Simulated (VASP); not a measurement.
**Hf: single point with PBEsol**

Crystal: Hf.

```xyz
1
Lattice="0.0000 2.0424 2.3976 2.0424 0.0000 2.3976 2.0424 2.0424 0.0000" Properties=species:S:1:pos:R:3 pbc="T T T"
Hf    0.0000    0.0000    0.0000
```

The cell isn't the ideal one: strain -0.080 along x and y, +0.080 along z, atoms carried along.

```yaml
Program: VASP 6.6.1
Task: single point
Functional: PBEsol
Potentials_or_basis: VASP PAW PBE potentials, release 64 (Hf_pv)
Cutoff: 520 eV
k_mesh: 18 × 18 × 18
Occupations: gaussian, width 0.15 eV
Spin: no spin polarisation
```

```json
{
 "Pressure": "8.4 GPa",
 "Band gap on the k mesh": "none (metal or under the smearing width)"
}
```

Stress tensor (GPa, compression positive):
```
11.20  0.00  0.00
 0.00 11.20  0.00
 0.00  0.00  2.75
```

Levels at points of the mesh, in eV from the Fermi level:
```csv
k point,band 1,band 2,band 3,band 4,band 5,band 6,band 7,band 8,band 9,band 10
"(0.00, 0.00, 0.00)",-29.52,-29.45,-29.45,-7.48,0.22,2.43,2.43,2.79,6.23,12.22
"(0.50, 0.00, 0.00)",-30.72,-29.75,-29.47,-3.85,0.23,1.20,2.40,6.68,7.46,11.22
"(0.50, 0.50, 0.00)",-30.51,-29.69,-29.69,-3.87,-2.23,1.62,7.56,7.80,7.80,11.04
"(0.50, 0.00, 0.50)",-30.65,-30.23,-29.79,-3.61,-2.41,4.29,6.39,6.42,9.25,9.43
```

Wall time 80 s on 1 thread of Intel(R) Xeon(R) Platinum 8375C CPU @ 2.90GHz (Ice Lake), with other jobs on the host, peak memory 0.22 GiB.

Caveat: the PAW data sets were made with another functional, which shifts forces and pressure a little. Spin-orbit coupling is left out, which matters for the levels of Hf.
